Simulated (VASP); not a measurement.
# MoS2 (R3m) in VASP: single point with PBE

Aim: the single point of MoS2 with PBE.

All numbers are computed with VASP 6.6.1; they aren't measurements. Logs are shortened: lines on timing, memory, paths and dates and some standing lists are left out, and cuts for length are marked.

## 1. Starting point

The structure is trigonal, space group R3m (No. 160). The conventional cell has a = 3.160 Å, b = 3.160 Å, c = 18.450 Å, α = 90.00°, β = 90.00°, γ = 120.00°. Mo (site symmetry 3m) is surrounded by 6 S at 2.39 Å. S (site symmetry 3m) has 3 Mo at 2.39 Å as nearest neighbours. S (site symmetry 3m) is surrounded by 3 Mo at 2.39 Å.

Measurements of this composition are mostly on another form, of space group No. 194.

## 2. Single point, PBE

File INCAR:

```
PREC = Accurate
ENCUT = 520
EDIFF = 1E-7
ISMEAR = -1
SIGMA = 0.1
LREAL = F
LASPH = T
NELM = 100
ALGO = Normal
ISIF = 2
LWAVE = F
LCHARG = T
GGA = PE
LELF = T
LVHAR = T
NBANDS = 20
```

File KPOINTS:

```
regular mesh
0
Gamma
  9 9 9
```

File POSCAR:

```
MoS2
1.0
    1.5800000000      0.9122134300      6.1500000000
   -1.5800000000      0.9122134300      6.1500000000
    0.0000000000     -1.8244268500      6.1500000000
Mo S
1 2
Direct
    0.0000000000      0.0000000000      0.0000000000
    0.2500000000      0.2500000000      0.2500000000
    0.4170000000      0.4170000000      0.4170000000
```

Potentials or basis: VASP PAW PBE potentials, release 64 (Mo_sv, S).

On the command line:

```console
cat potpaw_PBE.64/Mo_sv/POTCAR potpaw_PBE.64/S/POTCAR > POTCAR
mpirun -np 1 vasp_std > vasp.out
```

OUTCAR:

```text
PREC = Accurate
   ENCUT = 520
   EDIFF = 1E-7
   ISMEAR = -1
   LREAL = F
   LASPH = T
   NELM = 100
   ISIF = 2
   GGA = PE

 ion  position               nearest neighbor table
   1  0.000  0.000  0.000-   2 2.39   2 2.39   2 2.39   3 2.39   3 2.39   3 2.39
   2  0.250  0.250  0.250-   1 2.39   1 2.39   1 2.39
   3  0.417  0.417  0.417-   1 2.39   1 2.39   1 2.39

  LATTYP: Found a trigonal (rhomboedric) cell.
 ALAT       =     6.4149071187
 COS(alpha) =     0.8786713332

  Lattice vectors:

 A1 = (   1.5800000000,   0.9122134300,   6.1500000000)
 A2 = (  -1.5800000000,   0.9122134300,   6.1500000000)
 A3 = (   0.0000000000,  -1.8244268500,   6.1500000000)

Analysis of symmetry for initial positions (statically):
=====================================================================
 Subroutine PRICEL returns:
 Original cell was already a primitive cell.

 Routine SETGRP: Setting up the symmetry group for a
 trigonal (rhombohedral) supercell.

 Subroutine GETGRP returns: Found  6 space group operations
 (whereof  6 operations were pure point group operations)
 out of a pool of 12 trial point group operations.

The static configuration has the point symmetry C_3v.

Analysis of symmetry for dynamics (positions and initial velocities):
=====================================================================
 Subroutine PRICEL returns:
 Original cell was already a primitive cell.

 Routine SETGRP: Setting up the symmetry group for a
 trigonal (rhombohedral) supercell.

 Subroutine GETGRP returns: Found  6 space group operations
 (whereof  6 operations were pure point group operations)
 out of a pool of 12 trial point group operations.

The dynamic configuration has the point symmetry C_3v.

 Subroutine INISYM returns: Found  6 space group operations
 (whereof  6 operations are pure point group operations),
 and found     1 'primitive' translations

----------------------------------------------------------------------------------------

                                     Primitive cell

  volume of cell :      53.1839

  direct lattice vectors                    reciprocal lattice vectors
     1.580000000  0.912213430  6.150000000     0.316455696  0.182705781  0.054200542
    -1.580000000  0.912213430  6.150000000    -0.316455696  0.182705781  0.054200542
     0.000000000 -1.824426850  6.150000000     0.000000000 -0.365411562  0.054200542

  length of vectors
     6.414907119  6.414907119  6.414907118     0.369409405  0.369409405  0.369409405

  position of ions in fractional coordinates (direct lattice)
[... 80 lines left out ...]
   NELM   =    100;   NELMIN=  2; NELMDL= -5     # of ELM steps
   EDIFF  = 0.1E-06   stopping-criterion for ELM
   LREAL  =      F    real-space projection
   EDIFFG = 0.1E-05   stopping-criterion for IOM
   NSW    =      0    number of steps for IOM
   IBRION =     -1    ionic relax: 0-MD 1-quasi-New 2-CG
   NFREE  =      0    steps in history (QN), initial steepest desc. (CG)
   ISIF   =      2    stress and relaxation
   ISYM   =      2    0-nonsym 1-usesym 2-fastsym
   POTIM  = 0.5000    time-step for ionic-motion
   TEBEG  =    0.0;   TEEND  =   0.0 temperature during run
   PSTRESS=    0.0 pullay stress
   NELECT =      26.0000    total number of electrons
   NUPDOWN=      -1.0000    fix difference up-down
   EMIN   =  10.00;   EMAX   =-10.00  energy-range for DOS
   EFERMI =   0.00;   METHOD = LEGACY
   ISMEAR =    -1;   SIGMA  =   0.10  broadening in eV -4-tet -1-fermi 0-gaus
   EFERMI_NEDOS =   21; number of points for ismear=-14 and -15
   IALGO  =     38    algorithm
   IMIX   =      4    mixing-type and parameters
     AMIX     =   0.40;   BMIX     =  1.00
     AMIX_MAG =   1.60;   BMIX_MAG =  1.00
  volume/ion in A,a.u.               =      17.73       119.63
  Fermi-wavevector in a.u.,A,eV,Ry     =   1.289652  2.437089 22.629252  1.663203
  Thomas-Fermi vector in A             =   2.421532
   LORBIT       =      0    0 simple, 1 ext, 2 COOP (PROOUT), +10 PAW based schemes
   GGA     = PE    functional components
   LHFCALC =     F    Hartree Fock is set to
   AEXX    =    0.0000 exact exchange contribution
   IVDW    =     0    specifies the selected vdW correction
   LEPSILON=     F    determine dielectric tensor
   LRPA    =     F    only Hartree local field effects (RPA)
 non-spin polarized calculation
  energy-cutoff  :      520.00
  volume of cell :       53.18
 maximum number of plane-waves:      1448
   NGX = 23   NGY = 23   NGZ = 23

 number of electron      25.9999998 magnetization

 Free energy of the ion-electron system (eV)
  ---------------------------------------------------
  ext. energy  EPLUGINS =         0.00000000
  ---------------------------------------------------
  free energy    TOTEN  =       -21.78959085 eV

  energy without entropy =      -21.78923505  energy(sigma->0) =      -21.78941295

 E-fermi :   7.9971     XC(G=0): -10.8259

 val. band max:        7.6425333853   @ k =   0.4444   0.4444   0.4444
 cond. band min:       8.5965400117   @ k =  -0.2222   0.4444   0.1111
 fundamental gap:      0.9540066264
 Fermi energy:         7.9971223304

 k-point     1 :       0.0000    0.0000    0.0000
  band No.  band energies     occupation
      1     -53.9095      2.00000
      2     -28.0755      2.00000
      3     -27.8478      2.00000
      4     -27.8478      2.00000
      5      -7.4610      2.00000
      6      -5.7412      2.00000
[... 541 lines left out ...]
     19      14.7377      0.00000
     20      15.8041      0.00000

 [... further k-points ...]

------------------------ aborting loop because EDIFF is reached ----------------------------------------

  FORCE on cell =-STRESS in cart. coord.  units (eV):
  Direction    XX          YY          ZZ          XY          YZ          ZX
  --------------------------------------------------------------------------------------
  -------------------------------------------------------------------------------------
  Total        1.4711148      1.4711149      2.2472415      0.0000000      0.0000000     -0.0000000
  in kB       44.3177035     44.3177036     67.6987125      0.0000000      0.0000000     -0.0000000
  external PRESSURE =      52.1113732 kB  Pullay stress =       0.0000000 kB

 VOLUME and BASIS-vectors are now :
 -----------------------------------------------------------------------------
  energy-cutoff  :      520.00
  volume of cell :       53.18
      direct lattice vectors                 reciprocal lattice vectors
     1.580000000  0.912213430  6.150000000     0.316455696  0.182705781  0.054200542
    -1.580000000  0.912213430  6.150000000    -0.316455696  0.182705781  0.054200542
     0.000000000 -1.824426850  6.150000000     0.000000000 -0.365411562  0.054200542

 POSITION                                       TOTAL-FORCE (eV/Angst)
 -----------------------------------------------------------------------------------
      0.00000      0.00000      0.00000         0.000000      0.000000      0.086565
      0.00000      0.00000      4.61250         0.000000     -0.000000     -0.506418
      0.00000      0.00000      7.69365         0.000000      0.000000      0.419853
 -----------------------------------------------------------------------------------
    total drift:                                0.000000      0.000000      0.000050

  FREE ENERGIE OF THE ION-ELECTRON SYSTEM (eV)
  ---------------------------------------------------
  free  energy   TOTEN  =       -21.7895908485 eV

  energy  without entropy=      -21.7892350470  energy(sigma->0) =      -21.78941295
```

OSZICAR:

```text
N       E                     dE             d eps       ncg     rms          rms(c)
DAV:   1     0.178387742567E+03    0.17839E+03   -0.13515E+04  3424   0.123E+03
DAV:   2    -0.161063883423E+02   -0.19449E+03   -0.18923E+03  4144   0.313E+02
DAV:   3    -0.231496245323E+02   -0.70432E+01   -0.69814E+01  4232   0.557E+01
DAV:   4    -0.232285386435E+02   -0.78914E-01   -0.78879E-01  4172   0.627E+00
DAV:   5    -0.232297607054E+02   -0.12221E-02   -0.12220E-02  4264   0.752E-01    0.252E+01
DAV:   6    -0.221423477791E+02    0.10874E+01   -0.10056E+01  3556   0.194E+01    0.911E+00
DAV:   7    -0.218882283183E+02    0.25412E+00   -0.35852E+00  3476   0.110E+01    0.610E+00
DAV:   8    -0.217893425868E+02    0.98886E-01   -0.51088E-01  3852   0.443E+00    0.179E+00
DAV:   9    -0.217906743960E+02   -0.13318E-02   -0.20345E-02  3956   0.902E-01    0.632E-01
DAV:  10    -0.217895640363E+02    0.11104E-02   -0.80527E-03  3792   0.600E-01    0.122E-01
DAV:  11    -0.217895880595E+02   -0.24023E-04   -0.46803E-04  3984   0.151E-01    0.597E-02
DAV:  12    -0.217895744762E+02    0.13583E-04   -0.64360E-05  3856   0.506E-02    0.238E-02
DAV:  13    -0.217895904907E+02   -0.16015E-04   -0.22914E-05  3636   0.279E-02    0.996E-03
DAV:  14    -0.217895907231E+02   -0.23238E-06   -0.12981E-06  4652   0.682E-03    0.433E-03
DAV:  15    -0.217895908581E+02   -0.13498E-06   -0.64727E-07  3780   0.491E-03    0.256E-03
DAV:  16    -0.217895908485E+02    0.95852E-08   -0.11209E-07  2704   0.238E-03
   1 F= -.21789591E+02 E0= -.21789413E+02  d E =-.355801E-03
```

stdout:

```text
POSCAR found type information on POSCAR MoS
 POSCAR found :  2 types and       3 ions
 scaLAPACK will be used
 LDA part: xc-table for (Slater+PW92), standard interpolation
 POSCAR, INCAR and KPOINTS ok, starting setup
 FFT: planning ... GRIDC
 FFT: planning ... GRID_SOFT
 FFT: planning ... GRID
 WAVECAR not read
 entering main loop
```

It took 3.5 min on 1 thread of Intel Xeon Platinum 8488C (Sapphire Rapids), shared host; peak memory 0.36 GiB.

What came out:

```yaml
Free_energy: -21.7896 eV
Pressure: 5.2 GPa
Largest_force: 0.506 eV/Å
Band_gap_on_the_k_mesh: 0.95 eV, indirect (least direct gap 1.71 eV)
```

Forces on the atoms (eV/Å):
```
Mo   0.000  0.000  0.087
S    0.000  0.000 -0.506
S    0.000  0.000  0.420
```

Caveat: an odd mesh through Γ misses points on the zone boundary, where band edges often lie. A hybrid or GW would open this gap; PBE tends to underestimate it.
